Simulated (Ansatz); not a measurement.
## MnAs: converged, but where?

MnAs is taken as a measured crystal structure (space group Pnma), 8 atoms in the cell. The computed pressure is over 10 GPa in size, so the cell is far from the computed equilibrium volume (the chosen U may not suit it). Source: COD entry 1532165; the sample's temperature and pressure aren't taken into account, and it need not be the stable phase.

These are results of Ansatz, DFT, PBE+U, PAW, plane waves, scalar-relativistic, not measurements.

```yaml
crystal:
  lattice:
    - [5.7232, 0.0, 0.0]
    - [0.0, 3.6723, 0.0]
    - [0.0, 0.0, 6.367]
  atoms:
    - { symbol: As, position: [0.2745, 0.25, 0.9184] }
    - { symbol: As, position: [0.2255, 0.75, 0.4184] }
    - { symbol: As, position: [0.7745, 0.25, 0.5816] }
    - { symbol: As, position: [0.7255, 0.75, 0.0816] }
    - { symbol: Mn, position: [0.9953, 0.25, 0.2229], spin: 4.5 }
    - { symbol: Mn, position: [0.5047, 0.75, 0.7229], spin: 4.5 }
    - { symbol: Mn, position: [0.4953, 0.25, 0.2771], spin: -4.5 }
    - { symbol: Mn, position: [0.0047, 0.75, 0.7771], spin: -4.5 }
magnetization:
  spin_polarized: true
hamiltonian:
  xc: pbe
  pseudopotentials: { kind: paw }
  hubbard: { sites: [{ species: Mn, l: d, u_eff: 3.9 }] }
basis:
  ecutwfc: 420
kpoints:
  mp_grid: { grid: [4, 6, 4] }
scf:
  occupations: { method: fermi_dirac, width: 0.1 }
  lower_state_search: "off"
output:
  forces: true
  stress: true
  write_density: true
  write_potential: true
  elf: true
  volumetric_format: npy
```

Command:
```sh
ansatz run input.yaml --threads 2 --pin off --max-ram 5120MiB --backend cpu --events-out ev --progress --plain --runs-dir out
```

It took 63 s on 2 threads of Arm Neoverse V2, on a shared host, peak memory 0.92 GiB.

The end of the output:

```
SCF converged after 10 iterations
Magnetization: 0.0000 μB (60.0000 up, 60.0000 down)
Absolute magnetization: 17.4299 μB (∫|ρ↑−ρ↓|, with the PAW one-centre terms)
Spin contamination: 8.6929 ħ² per cell (⟨S²⟩ above its minimum at these occupations)
Per-site moments (μB) at R_I (Å): [(0.0188, 1.0363), (0.0188, 1.0363), (-0.0188, 1.0363), (-0.0188, 1.0363), (3.8936, 1.0363), (3.8936, 1.0363), (-3.8936, 1.0363), (-3.8936, 1.0363)]
Free energy (F): -35013.964848 eV
Harris-Foulkes:  -35013.964848 eV  (|F-HF|=1.27e-8)
Internal energy: -35013.854897 eV  (E = F + TS)
E sigma→0 (E₀):  -35013.909872 eV
Entropy (-TS):   -0.109951 eV (-13.744 meV/atom)
Fermi energy:    13.658285 eV
--- Forces (eV/Å), atoms counted from 1 ---
  atom   1  As     0.26496710     0.00000000     0.07198240
  atom   2  As    -0.26496710     0.00000000     0.07198240
  atom   3  As     0.26495668     0.00000000    -0.07198013
  atom   4  As    -0.26495668     0.00000000    -0.07198013
  atom   5  Mn    -0.15096021     0.00000000     0.13906247
  atom   6  Mn     0.15096021     0.00000000     0.13906247
  atom   7  Mn    -0.15096113     0.00000000    -0.13906420
  atom   8  Mn     0.15096113     0.00000000    -0.13906420
--- Stress (GPa, compression-positive) ---
       13.168706      -0.000000       0.000000
       -0.000000      12.986242      -0.000000
        0.000000      -0.000000      12.338774
  P = ⅓ Tr σ = 12.8312 GPa (128.312 kbar)
```

The mesh is too coarse to rank close states of a metal with certainty: differences of some tens of meV/atom may change, at times in sign.

A static U favours moments and orbital order; the result depends on U and need not be the measured state.

Site moments are taken inside atomic spheres and don't add up to the total.

Eigenvalues of the Hubbard occupation matrices: Mn5 up 0.93 0.93 0.98 0.99 0.99, down 0.04 0.05 0.08 0.25 0.26; Mn6 up 0.93 0.93 0.98 0.99 0.99, down 0.04 0.05 0.08 0.25 0.26; Mn7 up 0.04 0.05 0.08 0.25 0.26, down 0.93 0.93 0.98 0.99 0.99; Mn8 up 0.04 0.05 0.08 0.25 0.26, down 0.93 0.93 0.98 0.99 0.99.

Task: The run converged. Is this the lowest state of the cell, and if not, what lies lower and how is it reached?

Result: No, on this mesh. A state 34.1 meV/atom (0.273 eV per cell) lower exists in this cell: ferromagnetic, site moments As1 -0.19, As2 -0.19, As3 -0.19, As4 -0.19, Mn5 4.00, Mn6 4.00, Mn7 4.00, Mn8 4.00 μB, total 16.00 μB per cell, no gap on the k-mesh. It was reached from: parallel moments, default search for lower states [Mn5 4.50, Mn6 4.50, Mn7 4.50, Mn8 4.50 μB]; parallel moments, spin not held back in the first iterations, no switch to direct minimisation [Mn5 4.50, Mn6 4.50, Mn7 4.50, Mn8 4.50 μB]. Its occupation eigenvalues are Mn5 up 0.94 0.94 0.99 0.99 0.99, down 0.04 0.04 0.08 0.21 0.22; Mn6 up 0.94 0.94 0.99 0.99 0.99, down 0.04 0.04 0.08 0.21 0.22; Mn7 up 0.94 0.94 0.99 0.99 0.99, down 0.04 0.04 0.08 0.21 0.22; Mn8 up 0.94 0.94 0.99 0.99 0.99, down 0.04 0.04 0.08 0.21 0.22. The wrong state matters: the pressure is 15.4 GPa there against 12.8 GPa here, and forces differ by up to 0.20 eV/Å (largest force 0.34 there, 0.27 eV/Å here). Orders that need a larger cell or non-collinear spins weren't tried. Sign patterns typed on Mn5 Mn6 Mn7 Mn8: ++++, ++--, +-+-, +--+, +000; other orders that fit weren't typed.
